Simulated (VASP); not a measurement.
**A VASP 6.6.1 single-point calculation on BN**

INCAR

```
LCHARG = .FALSE.
LREAL = .FALSE.
NELM = 78
IBRION = -1
NSW = 0
LWAVE = .FALSE.
GGA = PE
ISIF = 2
SIGMA = 0.02
ENCUT = 520
ISMEAR = -5
EDIFF = 1E-7
PREC = Accurate
LASPH = .TRUE.
NBANDS = 11
```

KPOINTS

```
KPOINTS created by Atomic Simulation Environment
0
Gamma
2 1 1
0 0 0
```

POSCAR

```
B  N
 1.0000000000000000
     1.1849926442000001    0.7217594916000000    3.2533303712000001
    -1.1849926442000001    0.7217594916000000    3.2533303712000001
     0.0000000000000000   -1.4435189832999999    3.2533303712000001
 B   N
   1   1
Cartesian
  0.0000000000000000  0.0093137549852812  9.7568277416534404
  0.0000000000000000 -0.0093137551185246  3.2477064978139460
```

The recommended PBE PAW datasets give the neutral cell 8 valence electrons.

Command

```
mpirun -np 1 vasp_std
```

Standard output (part)

```
POSCAR found type information on POSCAR B N
 POSCAR found :  2 types and       2 ions
 LDA part: xc-table for (Slater+PW92), standard interpolation
|     Your reciprocal lattice and k-lattice belong to different lattice       |
|     classes:                                                                |
|        The reciprocal lattice is base-centered monoclinic,                  |
|        whereas your k-lattice is triclinic.                                 |
|     Results are often still useful ...                                      |
|     EEEEEEE  RRRRRR   RRRRRR   OOOOOOO  RRRRRR      ###     ###     ###     |
|     E        R     R  R     R  O     O  R     R     ###     ###     ###     |
|     E        R     R  R     R  O     O  R     R     ###     ###     ###     |
|     EEEEE    RRRRRR   RRRRRR   O     O  RRRRRR       #       #       #      |
|     E        R    R   R    R   O     O  R    R      ###     ###     ###     |
|     EEEEEEE  R     R  R     R  OOOOOOO  R     R     ###     ###     ###     |
|     IBZKPT: tetrahedron method fails for NKPT<4. NKPT = 2                   |
|       ---->  I REFUSE TO CONTINUE WITH THIS SICK JOB ... BYE!!! <----       |
```

VASP stopped before the first electronic step.

Find the fault in these files.

Tetrahedra on too few k points. VASP stopped before the first electronic step.
